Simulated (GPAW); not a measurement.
TePb:

```
CELL_PARAMETERS angstrom
4.00229 0.00000 0.00000
0.00000 4.00229 0.00000
0.00000 0.00000 4.00229
ATOMIC_POSITIONS crystal
Pb 0.00000 0.00000 0.00000
Te 0.50000 0.50000 0.50000
```

Measurements of this composition are mostly on another form, of space group No. 225.

Base run:

```yaml
Program: GPAW 26.7.0
Functional: revPBE
Potentials_or_basis: the program's PAW data sets (release 1.2.1) made for this functional
Cutoff: 600 eV
Basis: pw
k_mesh: 7 × 7 × 7
Occupations: fermi-dirac, width 0.05 eV
Spin: no spin polarisation
```

Its results: pressure 0.9 GPa.

Task: The run is repeated on the same cell with these changes: functional from revPBE to LDA. What comes out?

Result: Pressure -4.2 GPa.

LDA binds more tightly than revPBE, so the same cell stands under less pressure.
